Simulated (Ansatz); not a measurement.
Piezoelectric tensor of GaAs

Theory: DFT PBEsol, scalar-relativistic, plane waves, PAW (Ansatz 0.2.0). Plane waves to 420 eV; Γ-centred k mesh 12×12×12; fixed occupations. No spin polarisation.

The cell, relaxed at this level:
```
CELL_PARAMETERS angstrom
0.00000 2.82956 2.82956
2.82956 0.00000 2.82956
2.82956 2.82956 0.00000
ATOMIC_POSITIONS crystal
Ga 0.00000 0.00000 0.00000
As 0.25000 0.25000 0.25000
```

(1) Give the relaxed-ion proper piezoelectric stress tensor e_iJ (C/m², Voigt columns xx yy zz yz xz xy).

(2) With the elastic constants (GPa, Voigt order)
C11 = 109.5, C12 = 49.2, C13 = 49.2, C22 = 109.5, C23 = 49.2, C33 = 109.5, C44 = 55.0, C55 = 55.0, C66 = 55.0 GPa; the others vanish.
find the strain coefficients d = e·C⁻¹ (pC/N).

## Answers

(1)
```
x    0.000  0.000  0.000 -0.244  0.000  0.000
y    0.000  0.000  0.000  0.000 -0.244  0.000
z    0.000  0.000  0.000  0.000  0.000 -0.244
```
Signs follow the orientation of the cell as given.

(2)
```
x    0.00  0.00  0.00 -4.43  0.00  0.00
y    0.00  0.00  0.00  0.00 -4.43  0.00
z    0.00  0.00  0.00  0.00  0.00 -4.43
```

Cost: 1 run of about 5.7 core-minutes, on Arm Neoverse V1 (shared hosts).